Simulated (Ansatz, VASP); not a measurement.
**Two plane-wave programs on C**

```
C
1.0
     0.00000    2.11716    3.36874
     1.22247    0.00000    3.36874
     1.22247    2.11716    0.00000
C
2
Direct
  0.16674 0.83326 0.16674
  0.83326 0.16674 0.83326
```

Alike in both runs: functional LDA; k mesh 14 × 14 × 14; occupations gaussian, width 0.02 eV; no spin polarisation.

Ansatz relaxed the structure, and its values are those at the end. VASP's run is a single point on that final structure, the one shown.

|  | VASP | Ansatz |
| --- | --- | --- |
| version | VASP 6.6.1 | Ansatz 0.2.0 |
| potentials or method | VASP PAW LDA potentials, release 64 (C) | scalar-relativistic, plane waves, PAW |
| plane-wave cutoff (eV) | 520 | 420 |
| valence electrons in the cell | 8 | 8 |

|  | VASP | Ansatz | Ansatz less VASP |
| --- | --- | --- | --- |
| gap on the k mesh at the Fermi level (eV) | 0.37 | 0.38 | +0.002 |
| least direct gap on the mesh (eV) | 0.47 | 0.47 | +0.002 |
| pressure (GPa) | 0.8 | 0.0 | -0.81 |
